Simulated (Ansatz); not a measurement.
**Y: the crystal squeezed far**

How does Y (bcc type) answer strong compression? The runs shown use PAW. Its runs: cell relaxed at zero pressure (PAW); volume scaled by 1 (PAW); volume scaled by 0.92 (PAW); volume scaled by 0.84 (PAW); volume scaled by 0.76 (PAW); volume scaled by 0.68 (PAW); volume scaled by 0.6 (PAW); volume scaled by 0.52 (PAW); volume scaled by 0.45 (PAW and PAW (source ansatz)).

Method: DFT PBE, with the methods named in each step, in Ansatz 0.2.0.

## 1. Starting point

Symmetry: Im-3m, No. 229, cubic system. Conventional cell: a = 4.039 Å, b = 4.039 Å, c = 4.039 Å, α = 90.00°, β = 90.00°, γ = 90.00°. Around Y (site symmetry m-3m) lie 8 Y at 3.50 Å.

As a file:

```
Y
1.0
    -2.01939    2.01939    2.01939
     2.01939   -2.01939    2.01939
     2.01939    2.01939   -2.01939
Y
1
Direct
  0.00000 0.00000 0.00000
```

Whether this phase is the stable one at these pressures isn't tested.

## 2. Cell relaxed at zero pressure, PAW

File input.yaml:

```yaml
crystal:
  lattice:
    - [-2.0193946492, 2.0193946492, 2.0193946492]
    - [2.0193946492, -2.0193946492, 2.0193946492]
    - [2.0193946492, 2.0193946492, -2.0193946492]
  atoms:
    - { symbol: "Y", position: [0.0, 0.0, 0.0] }
kpoints:
  mp_grid: { grid: [13, 13, 13] }
scf:
  occupations: { method: fermi_dirac, width: 0.08 }
hamiltonian:
  xc: pbe
  pseudopotentials: { kind: paw }
output:
  forces: true
  stress: true
relax:
  f_tol: 0.005
  max_steps: 40
  cell: {}
```

Launch:

```bash
$ ansatz run input.yaml --threads 1 --pin off --max-ram 2048MiB --backend cpu --events-out ev --progress --plain --runs-dir out
```

Further steps of the session: Volume scaled by 1, PAW; Volume scaled by 0.92, PAW; Volume scaled by 0.84, PAW; Volume scaled by 0.76, PAW; Volume scaled by 0.68, PAW; Volume scaled by 0.6, PAW; Volume scaled by 0.52, PAW; Volume scaled by 0.45, PAW; Volume scaled by 0.45, PAW (source ansatz).

Before running it: what results should come out? Wanted: PAW pressure at 0.45 of the volume; fitted bulk modulus at zero pressure.

**Answer**, as computed:

| quantity | value |
| --- | --- |
| PAW pressure at 0.45 of the volume | 98.9 GPa |
| fitted bulk modulus at zero pressure (PAW) | 34 GPa |
| its pressure derivative | 3.44 |

**Reading.** At 0.45 of the starting volume PAW gives 99 GPa. A third-order Birch-Murnaghan curve fits the range only roughly (B₀ = 34 GPa, B′ = 3.44, misfit at most 0.36 GPa). A fit over so wide a range leans to the high pressures, so B₀ can be off by several per cent. No all-electron run checks these rows here, and frozen cores can fail under such compression. The ions are at rest, and the electrons smeared by 0.08 eV.
